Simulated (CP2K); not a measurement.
## CdS under changes of volume

One of the cells (45.635 Å³/atom); the others are scaled copies at fixed shape and fractional positions:

```
Cd S
1.0
     4.26117    0.00000    0.00000
    -2.13058    3.69028    0.00000
     0.00000    0.00000    5.80417
Cd S
1 1
Direct
  0.00000 0.00000 0.44269
  0.66667 0.33333 0.43431
```

Measurements of this composition are mostly on another form, of space group No. 186.

- Program: CP2K 2026.2
- Functional: PBE
- Potentials or basis: POTENTIAL_UZH Cd GTH-PBE-q12, S GTH-PBE-q6; TZVP-MOLOPT-PBE-GTH basis
- Density cutoff: 6123 eV
- k mesh: 7 × 7 × 5
- Occupations: fermi-dirac, width 0.05 eV
- Spin: no spin polarisation

| volume (Å³/atom) | energy over the lowest point (meV/atom) | pressure (GPa) | gap on the mesh (eV) | largest force (eV/Å) |
| --- | --- | --- | --- | --- |
| 42.897 | 17.55 | 2.1 | 1.63 | 0.023 |
| 43.810 | 7.77 | 1.3 | 1.60 | 0.016 |
| 44.722 | 2.05 | 0.7 | 1.56 | 0.010 |
| 45.635 | 0.00 | 0.1 | 1.51 | 0.004 |
| 46.548 | 1.22 | -0.5 | 1.43 | 0.002 |
| 47.460 | ? | ? | ? | ? |
| 48.373 | 12.16 | -1.4 | 1.27 | 0.011 |

Problem. What does the run at 47.460 Å³/atom give?

Solution. Energy over the lowest point 5.38 meV/atom; pressure -1.0 GPa; gap on the mesh 1.35 eV; largest force 0.007 eV/Å.

Worked out: A Birch-Murnaghan fit of order 3 (a polynomial in V^(-2/3)) to the other rows has its minimum at 45.74 Å³/atom with B0 = V·E''(V) = 28 GPa and B' = 4.5 at fixed shape and positions, which overstates the stiffness. It gives 5.37 meV/atom at 47.460 Å³/atom, against the run's 5.38, and -dE/dV = -1.0 GPa, against -1.0. A parabola through the other rows of the gap, of slope -4.38 eV per unit of ln V there, gives 1.36 eV, against the run's 1.35.

Energies are extrapolated to zero smearing.

Caveats: an odd mesh through Γ misses points on the zone boundary, where band edges often lie; the basis of atomic orbitals isn't converged, which shifts pressures, moduli and gaps. Spin-orbit coupling on Cd is left out.
